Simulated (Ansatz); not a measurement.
Sn in Ansatz: the effect of functional

Crystal: Sn.

```xyz
2
Lattice="0.0000 3.2968 3.2968 3.2968 0.0000 3.2968 3.2968 3.2968 0.0000" Properties=species:S:1:pos:R:3 pbc="T T T"
Sn    4.9451    4.9451    4.9451
Sn    3.2968    3.2968    3.2968
```

This isn't the form of Sn at room conditions, which is tetragonal (white tin).

The cell isn't the ideal one: volume scaled by 1.06.

Alike in all runs:

```yaml
Program: Ansatz 0.2.0
Task: single point
Potentials_or_basis: Ansatz PAW
k_mesh: 7 × 7 × 7
Occupations: fermi-dirac, width 0.05 eV
Spin: no spin polarisation
```

```csv
functional,cutoff,pressure (GPa)
LDA,420 eV (not typed: the program's choice for these potentials),?
r2SCAN,500 eV (not typed: the program's choice for these potentials),-0.5
PBE,420 eV (not typed: the program's choice for these potentials),1.1
```

Question: What does the run with functional LDA give?

Answer: Pressure -2.1 GPa.

Caveats: the PAW data sets come from PBE, with cores solved anew for the run's functional, which leaves a small shift of forces and pressure (some runs).
